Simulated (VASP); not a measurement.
# TiPt₃, self-consistent run: which settings are enough?

TiPt₃, P1 (no. 1), 32 atoms in the cell. R2SCAN; PAW potentials Pt, Ti_sv (PBE set). VASP 6.6.1.

Wanted: energy within 0.5 meV/atom; forces within 0.003 eV/Å.

What the run is for: forces in a large cell; Accuracy asked: tight; Cell repeated: 2 × 2 × 2.

POSCAR:
```
TiPt3
1.0
    7.7940000000      0.0000000000      0.0000000000
    0.0000000000      7.7940000000      0.0000000000
    0.0000000000      0.0000000000      7.7940000000
Pt Ti
24 8
Direct
    0.2526170000      0.2620600000      0.0014800000
    0.2488830000      0.2514640000      0.4972700000
    0.2449550000      0.7533010000      0.0047220000
    0.2486850000      0.7513150000      0.5030560000
    0.7532730000      0.2525880000      0.0047070000
    0.7482510000      0.2518920000      0.4952010000
    0.7534830000      0.7474360000     -0.0030110000
    0.7512080000      0.7529950000      0.4972140000
    0.2462790000     -0.0022670000      0.2551920000
    0.2468950000     -0.0022080000      0.7428440000
    0.2431610000      0.5022080000      0.2477840000
    0.2433210000      0.5001050000      0.7493380000
    0.7455210000      0.0061750000      0.2531060000
    0.7478850000     -0.0067350000      0.7533560000
    0.7513670000      0.5065160000      0.2468180000
[... 4 lines left out ...]
   -0.0042030000      0.7449120000      0.7483040000
    0.4912540000      0.2468120000      0.2511040000
    0.4987450000      0.2468530000      0.7501990000
    0.4989420000      0.7486860000      0.2518140000
    0.4952760000      0.7518600000      0.7493660000
   -0.0018060000     -0.0024090000     -0.0028210000
   -0.0016420000      0.0030470000      0.4988760000
    0.0012540000      0.4956850000      0.0063470000
    0.0001140000      0.4995970000      0.4993810000
    0.4921620000     -0.0021720000     -0.0040880000
    0.5012670000     -0.0043040000      0.5030860000
    0.4959010000      0.5012510000      0.0081290000
    0.4968700000      0.4998230000      0.5020690000
```

The series start from Plane-wave cutoff (eV): 320; Projection operators (LREAL): Auto, ROPT -0.00025; Precision mode (PREC): Normal; Electronic threshold (eV): 1e-5; Parallel layout: defaults; Program: vasp_std; Electronic algorithm: ALGO=Normal; Bands a block (NSIM): NSIM=4; Data layout and linear algebra: defaults. Each series keeps the choices made before it, and each single choice may use up half of a tolerance.

## Plane-wave cutoff (eV)

| Plane-wave cutoff (eV) | Energy less reference (meV/atom) | Forces, largest deviation (eV/Å) | SCF iterations | Time (s) |
|---|---|---|---|---|
| 250 | -0.71 | 0.0326 | 32 | 37 |
| 280 | -9.31 | 0.0293 | 35 | 50 |
| 320 | -3.26 | 0.0296 | 44 | 69 |
| 360 | 2.13 | 0.0215 | 34 | 52 |
| 440 (reference) | 0.00 | 0.0000 | 32 | 50 |

Chosen: 440; the next looser run is off by more than half of the tolerance, so convergence isn't shown beyond this value.

## Projection operators (LREAL)

| Projection operators (LREAL) | Energy less reference (meV/atom) | Forces, largest deviation (eV/Å) | SCF iterations | Time (s) |
|---|---|---|---|---|
| Auto, ROPT -0.005 | -9.13 | 0.1607 | 33 | 46 |
| Auto, ROPT -0.002 | -3.62 | 0.0575 | 34 | 51 |
| Auto, ROPT -0.001 | -3.62 | 0.0575 | 34 | 47 |
| Auto, ROPT -0.0005 | -0.54 | 0.0180 | 32 | 47 |
| Auto, ROPT -0.00025 | -0.46 | 0.0177 | 32 | 50 |
| Auto, ROPT -0.0001 | -0.05 | 0.0071 | 32 | 46 |
| False (reference) | 0.00 | 0.0000 | 34 | 59 |

Chosen: False; the one before it in the list is off by more than half of the tolerance.

## Precision mode (PREC)

| Precision mode (PREC) | Energy less reference (meV/atom) | Forces, largest deviation (eV/Å) | SCF iterations | Time (s) |
|---|---|---|---|---|
| SingleN | -3.83 | 0.1831 | 33 | 53 |
| Normal | 0.14 | 0.0227 | 34 | 59 |
| Accurate (reference) | 0.00 | 0.0000 | 33 | 108 |

Chosen: Accurate; the one before it in the list is off by more than half of the tolerance.

## Electronic threshold (eV)

| Electronic threshold (eV) | Energy less reference (meV/atom) | Forces, largest deviation (eV/Å) | SCF iterations | Time (s) |
|---|---|---|---|---|
| 0.001 | 0.00 | 0.0053 | 30 | 100 |
| 0.0001 | 0.00 | 0.0017 | 33 | 132 |
| 1e-5 | 0.00 | 0.0016 | 33 | 108 |
| 1e-6 | 0.00 | 0.0010 | 35 | 124 |
| 1e-7 (reference) | 0.00 | 0.0000 | 41 | 110 |

Chosen: 1e-6, the loosest value from which every tighter one stays within half of the tolerance.

## Parallel layout

| Parallel layout | Energy less reference (meV/atom) | Forces, largest deviation (eV/Å) | SCF iterations | Time (s) |
|---|---|---|---|---|
| defaults | 0.00 | 0.0000 | 35 | 124 |
| NCORE=2 | 0.00 | 0.0010 | 39 | 100 |
| NCORE=4 | 0.00 | 0.0015 | 37 | 90 |
| NCORE=8 | 0.00 | 0.0009 | 39 | 83 |
| NPAR=2 | 0.00 | 0.0015 | 37 | 90 |

Chosen: NCORE=8, the fastest of those that stay within half of the tolerance.

## Program

| Program | Energy less reference (meV/atom) | Forces, largest deviation (eV/Å) | SCF iterations | Time (s) |
|---|---|---|---|---|
| vasp_std | 0.00 | 0.0000 | 39 | 83 |
| vasp_gam | 0.00 | 0.0003 | 41 | 81 |

Chosen: vasp_std; no other choice that stays within half of the tolerance saves 30 % of the time.

## Electronic algorithm

| Electronic algorithm | Energy less reference (meV/atom) | Forces, largest deviation (eV/Å) | SCF iterations | Time (s) |
|---|---|---|---|---|
| ALGO=Normal | 0.00 | 0.0000 | 39 | 83 |
| ALGO=Fast | 0.00 | 0.0006 | 46 | 124 |
| ALGO=VeryFast | no result | no result | 120 | 345 |
| ALGO=All ISEARCH=1 | 0.00 | 0.0020 | 97 | 412 |

Chosen: ALGO=Normal.

## Bands a block (NSIM)

| Bands a block (NSIM) | Energy less reference (meV/atom) | Forces, largest deviation (eV/Å) | SCF iterations | Time (s) |
|---|---|---|---|---|
| NSIM=4 | 0.00 | 0.0000 | 39 | 83 |
| NSIM=1 | 0.00 | 0.0016 | 35 | 81 |
| NSIM=2 | 0.00 | 0.0002 | 39 | 99 |
| NSIM=8 | 0.00 | 0.0002 | 40 | 97 |
| NSIM=16 | 0.00 | 0.0004 | 37 | 84 |

Chosen: NSIM=4.

## Data layout and linear algebra

| Data layout and linear algebra | Energy less reference (meV/atom) | Forces, largest deviation (eV/Å) | SCF iterations | Time (s) |
|---|---|---|---|---|
| defaults | 0.00 | 0.0000 | 39 | 83 |
| LPLANE=False | 0.00 | 0.0000 | 39 | 112 |
| LSCALAPACK=False | 0.00 | 0.0000 | 39 | 83 |
| LSCALU=True | 0.00 | 0.0000 | 39 | 79 |

Chosen: defaults.

## All choices together

| Input | Energy less reference (meV/atom) | Forces, largest deviation (eV/Å) | Time (s) |
|---|---|---|---|
| the program's defaults (naive) | -9.02 | 0.2591 | 12 |
| chosen settings | 0.00 | 0.0002 | 83 |
| reference settings throughout | 0.00 | 0.0000 | 110 |

The chosen settings stay within the tolerance of the reference run, but the reference itself isn't shown to be converged in: Plane-wave cutoff (eV).

## The input

INCAR:
```
ALGO = Normal
EDIFF = 1E-6
ENCUT = 440
GGA_COMPAT = F
ISIF = 2
ISMEAR = 1
ISYM = 0
LASPH = T
LCHARG = F
LMIXTAU = T
LREAL = F
LWAVE = F
METAGGA = R2SCAN
NCORE = 8
NELM = 120
NSIM = 4
PREC = Accurate
SIGMA = 0.1
```

KPOINTS:
```
k-points
0
Gamma
  1 1 1
```

Commands:
```
cat potpaw_PBE.64/Pt/POTCAR potpaw_PBE.64/Ti_sv/POTCAR > POTCAR
mpirun -np 8 vasp_std > vasp.out
```

Limits: Only the k mesh 1 × 1 × 1 was run, so its error is untested.

The chosen input took VASP 6.6.1 83 s on 8 cores (Intel Xeon 6975P-C (Granite Rapids)), a shared host.

## An input that fails: Gamma-only program on a mesh of k points

VASP's message: You are using the Gamma-point-only version with more than one k-point or some other non-Gamma k-point.

k mesh: 1 × 1 × 1 becomes 2 × 2 × 2.

Changes against the starting input:
```
- NELM = 120
+ NELM = 93
- vasp_std
+ vasp_gam
(KPOINTS)
-k-points
+Automatic mesh
-  1 1 1
+  2 2 2
+  0 0 0
```
